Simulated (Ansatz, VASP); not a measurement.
Given: the input of a run of Ansatz 0.2.0 on TaN.

The input input.yaml:

```yaml
crystal:
  lattice:
    - [2.93800111, 0.0, 0.0]
    - [-1.46900055, 2.5443836, 0.0]
    - [0.0, 0.0, 2.88300221]
  atoms:
    - { symbol: Ta, position: [0.3333333333, 0.6666666667, 0.5] }
    - { symbol: "N", position: [0.0, 0.0, 0.0] }
hamiltonian:
  xc: pbe
  pseudopotentials: { kind: paw }
kpoints:
  mp_grid: { grid: [10, 10, 9] }
scf:
  occupations: { method: fermi_dirac, width: 0.05 }
output:
  forces: true
  stress: true
  eigenvalues: true
relax:
  f_tol: 0.01
  max_steps: 40
  cell: { stress_tol: 0.05 }
```

Potentials or basis: Ansatz PAW.

Command:

```sh
$ ansatz run input.yaml --threads 2 --pin off --max-ram 5632MiB --backend cpu --events-out ev --progress --plain --runs-dir out
```

**Question.** Translate it to VASP 6.6.1. Potentials there: VASP PAW PBE potentials, release 54 (Ta_pv, N).

**Answer.** As run (the cutoff follows the program's own potentials):

File INCAR:

```
SYSTEM = TaN
PREC = Accurate
ENCUT = 900
EDIFF = 1E-6
ISMEAR = -1
SIGMA = 0.05
LREAL = .False.
LASPH = .True.
NELM = 100
ALGO = Normal
ISIF = 3
LWAVE = .False.
LCHARG = .False.
GGA = PE
IBRION = 2
NSW = 60
EDIFFG = -0.01
```

The input KPOINTS:

```
regular mesh
0
Gamma
  10 10 9
  0 0 0
```

POSCAR

```
TaN
1.0
    2.9380011100      0.0000000000      0.0000000000
   -1.4690005500      2.5443836000      0.0000000000
    0.0000000000      0.0000000000      2.8830022100
Ta N
1 1
Direct
    0.3333333333      0.6666666667      0.5000000000
    0.0000000000      0.0000000000      0.0000000000
```

Potentials or basis: VASP PAW PBE potentials, release 54 (Ta_pv, N).

Run with:

```sh
$ cat potpaw_PBE.54/Ta_pv/POTCAR potpaw_PBE.54/N/POTCAR > POTCAR
$ mpirun -np 1 vasp_std > vasp.out
```

Both were run:

|  | VASP | Ansatz | Ansatz less VASP |
| --- | --- | --- | --- |
| gap on the k mesh at the Fermi level, each at its own relaxed structure (eV) | none | none | - |
| relaxed volume (Å³/atom) | 10.95 | 10.92 | -0.027 |
| relaxed cell length with the largest relative difference (Å) | 2.901 | 2.897 | -0.0031 |
| energy change over the relaxation (meV/atom) | -3 | -2 | +0.8 |

A gap of «none» marks a metal or a gap that the smearing closes. The two sets of potentials don't hold the same shells in valence.

Caveats: the plane-wave basis is chosen anew once the cell has moved, so the energies of steps on either side of that aren't comparable (Ansatz); the pressure holds a Pulay correction of +0.5 GPa for the finite cutoff (Ansatz). Spin-orbit coupling is left out, which matters for the levels of Ta. Zero-point motion and thermal expansion aren't in these numbers. PBE usually gives volumes a little too large and moduli too small.
